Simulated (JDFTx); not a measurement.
TiO2 (Anatase), 6 atoms in the cell. The structure is tetragonal, space group I4_1/amd (No. 141). The conventional cell has a = 3.784 Å, b = 3.784 Å, c = 9.515 Å, α = 90.00°, β = 90.00°, γ = 90.00°. Ti (site symmetry -4m2) has 6 O at 1.93 to 1.98 Å as nearest neighbours. O (site symmetry 2mm) is surrounded by 3 Ti at 1.93 to 1.98 Å. 

| Item | Value |
| --- | --- |
| Program | JDFTx 1.7.0 (patched build) |
| Task | band structure |
| Functional | PBEsol |
| Potentials or basis | PseudoDojo-SR-PBEsol-0.4.1-standard with smoothed tails |
| Cutoff | 1143 eV |
| Density cutoff | 9143 eV |
| k mesh | 5 × 5 × 5 |
| Occupations | fermi-dirac, width 0.05 eV |
| Spin | no spin polarisation |
| Band ratio of the Davidson solver | 1.3 |
| Local potential set to -Z/r beyond | 6 bohr |
| Density cutoff over wavefunction cutoff | 8 |
| Max SCF steps | 30 |
| SCF threshold on the energy | 1e-06 Ha |
| Solver of the electrons | minimize |
| Further solve for the empty bands | no |
| Start | density of an earlier self-consistent run, held fixed |
| Path | G-X-Y-S-G-Z-S1-N-P-Y1-Z-X-P |

Potentials or basis: PseudoDojo-SR-PBEsol-0.4.1-standard with smoothed tails.

The run is started by

```console
$ jdftx -c 1 -i bands.in -o bands.out
```

Hardware: 1 thread of Intel(R) Xeon(R) Platinum 8488C (Sapphire Rapids), with other jobs on the host.

Estimate the wall time of this run.

It took 2.3 min on 1 thread of Intel(R) Xeon(R) Platinum 8488C (Sapphire Rapids) (shared host), peak memory 0.32 GiB. Counts: scf iterations 0, bands 32, plane waves 5977.
